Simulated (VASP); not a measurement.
Calculation: SCAN meta-GGA, VASP's PBE PAW potentials (set 64) (plane waves; VASP).

VASP ran on this input.

**KPOINTS**
```
kpoints
0
G
  7 7 7
0 0 0
```

INCAR:
```
SYSTEM = AlSb
PREC = Accurate; ENCUT = 520; LREAL = .False.
LASPH = .True.
EDIFF = 1E-7; NELM = 100; ALGO = Normal
LMAXMIX = 4; LMIXTAU = .True.
ISMEAR = 0; SIGMA = 0.05
METAGGA = SCAN
ISIF = 2
LWAVE = .False.; LCHARG = .False.
```

File POSCAR:
```
AlSb
1
    0.0000000000     3.0549078146     3.0549078146
    3.0549078146     0.0000000000     3.0549078146
    3.0549078146     3.0549078146     0.0000000000
Al Sb
1 1
Direct
  0.0000000000   0.0000000000   0.0000000000
  0.2500000000   0.2500000000   0.2500000000
```

POTCAR, in this order: Al Sb (PBE.64 set). Program: vasp_std.

Output

### OSZICAR
```
       N       E                     dE             d eps       ncg     rms          rms(c)
DAV:   1    -0.210356848698E+02   -0.21036E+02   -0.26739E+03   320   0.726E+02
DAV:   2    -0.456288358468E+02   -0.24593E+02   -0.23735E+02   392   0.893E+01
DAV:   3    -0.463096319698E+02   -0.68080E+00   -0.68080E+00   408   0.188E+01
DAV:   4    -0.463142131069E+02   -0.45811E-02   -0.45811E-02   472   0.188E+00
DAV:   5    -0.463142264231E+02   -0.13316E-04   -0.13316E-04   424   0.977E-02    0.361E+00
DAV:   6    -0.454485767581E+02    0.86565E+00   -0.38431E-01   376   0.569E+00    0.218E+00
DAV:   7    -0.452041111368E+02    0.24447E+00   -0.32971E-01   336   0.600E+00    0.734E-01
DAV:   8    -0.454183058070E+02   -0.21419E+00   -0.18076E-01   320   0.588E+00    0.281E-01
DAV:   9    -0.454048108787E+02    0.13495E-01   -0.15010E-01   328   0.495E+00    0.169E-01
DAV:  10    -0.453955910815E+02    0.92198E-02   -0.16580E-02   320   0.181E+00    0.969E-02
DAV:  11    -0.454043026711E+02   -0.87116E-02   -0.40246E-03   360   0.920E-01    0.891E-02
DAV:  12    -0.454101640050E+02   -0.58613E-02   -0.30808E-03   320   0.848E-01    0.486E-02
DAV:  13    -0.454101915950E+02   -0.27590E-04   -0.52585E-03   320   0.996E-01    0.414E-02
DAV:  14    -0.454103613783E+02   -0.16978E-03   -0.79156E-05   448   0.116E-01    0.453E-02
DAV:  15    -0.454100864080E+02    0.27497E-03   -0.24938E-04   320   0.228E-01    0.265E-02
DAV:  16    -0.454099745079E+02    0.11190E-03   -0.48704E-04   336   0.286E-01    0.933E-03
DAV:  17    -0.454099731041E+02    0.14038E-05   -0.13491E-05   392   0.448E-02    0.673E-03
DAV:  18    -0.454099716632E+02    0.14409E-05   -0.21373E-06   336   0.261E-02    0.885E-03
DAV:  19    -0.454099713391E+02    0.32407E-06   -0.95437E-06   320   0.515E-02    0.419E-03
DAV:  20    -0.454099676011E+02    0.37380E-05   -0.70675E-06   320   0.460E-02    0.164E-02
DAV:  21    -0.454099691539E+02   -0.15529E-05   -0.50271E-06   320   0.254E-02    0.172E-02
DAV:  22    -0.454099698952E+02   -0.74124E-06   -0.16036E-06   320   0.195E-02    0.101E-02
DAV:  23    -0.454099705382E+02   -0.64298E-06   -0.25036E-07   344   0.666E-03    0.457E-03
DAV:  24    -0.454099707382E+02   -0.20005E-06   -0.11966E-07   320   0.519E-03    0.283E-03
DAV:  25    -0.454099707586E+02   -0.20409E-07   -0.38036E-08   160   0.265E-03
   1 F= -.45409971E+02 E0= -.45409971E+02  d E =-.260353E-11
```

**OUTCAR**
```
------------------------ aborting loop because EDIFF is reached ----------------------------------------
  FORCE on cell =-STRESS in cart. coord.  units (eV):
  Direction    XX          YY          ZZ          XY          YZ          ZX
  --------------------------------------------------------------------------------------
  Total        0.6570697      0.6570697      0.6570697     -0.0000000      0.0000000     -0.0000000
  in kB       18.4628056     18.4628056     18.4628056     -0.0000000      0.0000000     -0.0000000
  external PRESSURE =      18.4628056 kB  Pullay stress =       0.0000000 kB
  volume of cell :       57.02
      direct lattice vectors                 reciprocal lattice vectors
     0.000000000  3.054907815  3.054907815    -0.163671060  0.163671060  0.163671060
     3.054907815  0.000000000  3.054907815     0.163671060 -0.163671060  0.163671060
     3.054907815  3.054907815  0.000000000     0.163671060  0.163671060 -0.163671060
 POSITION                                       TOTAL-FORCE (eV/Angst)
 -----------------------------------------------------------------------------------
      0.00000      0.00000      0.00000        -0.000000     -0.000000     -0.000000
      1.52745      1.52745      1.52745         0.000000      0.000000      0.000000
 -----------------------------------------------------------------------------------
    total drift:                                0.000001      0.000001      0.000001
  FREE ENERGIE OF THE ION-ELECTRON SYSTEM (eV)
  ---------------------------------------------------
  free  energy   TOTEN  =       -45.4099707586 eV

  energy  without entropy=      -45.4099707586  energy(sigma->0) =      -45.40997076
```
(Selected blocks of OUTCAR.)

The compound is AlSb in the zinc blende structure. This cell is one point of a volume scan, at 0.97 of the reference volume.
